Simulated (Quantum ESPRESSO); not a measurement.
**MnO in Quantum ESPRESSO: the effect of magnetic state**

Crystal: MnO.

```
Mn O
1.0
     3.37170    0.00000    0.00000
    -1.68585    2.91998    0.00000
     0.00000    0.00000    5.38550
Mn O
2 2
Cartesian
  0.0000 1.9467 0.0590
  1.6859 0.9733 2.7518
  0.0000 1.9467 2.0221
  1.6859 0.9733 4.7148
```

Measurements of this composition are mostly on another form, of space group No. 225.

Alike in all runs:

* Program: Quantum ESPRESSO 7.5
* Task: single point
* Functional: PBE
* Potentials or basis: GBRV 1.5 PBE
* Cutoff: 612 eV
* Density cutoff: 4898 eV
* k mesh: 6 × 6 × 4
* Occupations: gaussian, width 0.05 eV
* Hubbard terms: Mn d U = 7 eV

Task: One run gave: pressure 15.2 GPa; largest force 1.01 eV/Å. Which magnetic state did it use?
A. nm
B. fm
C. ferri
D. afm
E. nm_spin

Result: B.

```csv
magnetic state,spin,starting moments,fixed moment,pressure (GPa),largest force (eV/Å)
nm,no spin polarisation,-,-,-15.7,0.38
nm_spin,"collinear spin, zero start","[0.0, 0.0, 0.0, 0.0] μB",0 μB,-15.7,0.38
fm,"collinear spin, ferromagnetic start","[5.0, 5.0, 0.0, 0.0] μB",-,15.2,1.01
afm,"collinear spin, antiferromagnetic start","[5.0, -5.0, 0.0, 0.0] μB",-,12.9,0.88
ferri,"collinear spin, ferrimagnetic start","[5.0, -2.5, 0.0, 0.0] μB",-,13.0,0.88
```

Caveats: U without spin polarisation on a metal has little footing (some runs); the total moment is fixed, so each spin has its own Fermi level (some runs); forces of over 1 eV/Å show positions far from the minimum, so gaps and moduli don't describe the material at rest (some runs).
